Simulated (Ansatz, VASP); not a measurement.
**One calculation of Au, two programs**

```
Au
1.0
     0.00000    2.03500    2.03500
     2.03500    0.00000    2.03500
     2.03500    2.03500    0.00000
Au
1
Direct
  0.00000 0.00000 0.00000
```

Alike in both runs: task single point; functional PBE; k mesh 11 × 11 × 11; occupations gaussian, width 0.013 eV; no spin polarisation.

```csv
,VASP,Ansatz
version,VASP 6.6.1,Ansatz 0.2.0
potentials or method,"VASP PAW PBE potentials, release 64 (Au)",Ansatz PAW
plane-wave cutoff (eV),520,420
valence electrons in the cell,11,19
```

Ansatz gave:

| Item | Value |
| --- | --- |
| gap on the k mesh at the Fermi level (eV) | none |
| pressure (GPa) | 10.8 |

**Question.** Estimate VASP's values.

**Answer.** gap on the k mesh at the Fermi level (eV): none; pressure (GPa): 10.5.

A gap of «none» marks a metal or a gap that the smearing closes. The two sets of potentials don't hold the same shells in valence.

Spin-orbit coupling is left out, which matters for the levels of Au.
